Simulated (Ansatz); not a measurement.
Band structure of Li

```
Li
1.0
     0.00000    2.16683    2.16683
     2.16683    0.00000    2.16683
     2.16683    2.16683    0.00000
Li
1
Direct
  0.00000 0.00000 0.00000
```

Conventional cell: a = 4.334 Å, b = 4.334 Å, c = 4.334 Å, α = 90.00°, β = 90.00°, γ = 90.00°. Li (atom 1) has 12 Li at 3.06 Å as nearest neighbours.

The cell is the one relaxed in the Materials Project (mp-51), not relaxed further here; entries there can be hypothetical.

Method: DFT, LDA, all-electron LAPW, scalar-relativistic in Ansatz 0.2.0.

The runs use a Γ-centred 16×16×16 k mesh, Fermi–Dirac smearing of 0.08 eV, basis error target 0.5 meV/atom, no spin polarisation.

Points in fractions of the reciprocal vectors of this cell: Γ (0, 0, 0), X (0.5, 0, 0.5), U (0.625, 0.25, 0.625), K (0.375, 0.375, 0.75), L (0.5, 0.5, 0.5), W (0.5, 0.25, 0.75). The path joins them by straight lines in the order Γ–X–U–K–Γ–L–W–X; legs that retrace an earlier one aren't tabulated. Energies are in eV from the Fermi level.

Task: List the levels at Γ between -8 and 6 eV.

Result: -3.49.

Task: List the levels at W between -8 and 6 eV.

Result: 3.46 (×2), 4.39.

Task: List the levels at U between -8 and 6 eV.

Result: 2.48, 3.04.

Task: What is the band gap?

Result: none: with an odd electron count and no spin polarisation the bands can't all be full, a metal in this set-up (spin order or a larger cell could open a gap).
